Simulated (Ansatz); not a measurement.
## Sn: pressure against volume

Sn, I4/mmm, a = 3.242 Å, c = 5.199 Å. This isn't the element's structure at ambient conditions. Ansatz: r2SCAN, PAW, 500 eV, Γ-centred 18×18×18 mesh on 1 atom, Gaussian smearing 0.10 eV; no spin polarisation. Shape and atoms are relaxed at each volume; pressure is positive in compression.

| V (Å³/atom) | P (GPa) |
| --- | --- |
| 24.047 | ? |
| 24.867 | 6.04 |
| 25.687 | 3.67 |
| 26.506 | 1.69 |
| 27.326 | 0.01 |
| 28.146 | -1.41 |
| 28.966 | -2.63 |
| 30.059 | -3.90 |

**Question.** Take V0 = 27.326 Å³/atom, count pressures from its P0 = 0.01 GPa, fit the third-order Birch–Murnaghan form to the other rows, and predict the missing pressure.

**Answer.** With the Eulerian strain f = ½[(V0/V)^(2/3) − 1] and y = (P − P0)/[3f(1 + 2f)^(5/2)], the form is the line y = B0 + 1.5 B0 (B0′ − 4) f. Rows (f, y): 0.03244, 52.9; 0.02105, 52.3; 0.01026, 51.9; -0.00976, 50.9; -0.01906, 50.9; -0.03079, 49.6. Means f = 0.0006900, y = 51.417; Σ(Δf)² = 0.003004, ΣΔfΔy = 0.1425; the slope is their ratio. y = 51.38 + 47.43 f GPa, so B0 = 51.4 GPa and B0′ = 4 + 2 × (47.43)/(3 × 51.38) = 4.62. At V = 24.047, f = 0.04448, y = 53.49 and P = 8.84 GPa. The run gave 8.89 GPa, so the fit is 0.05 GPa too low, a small miss on the scale of the series.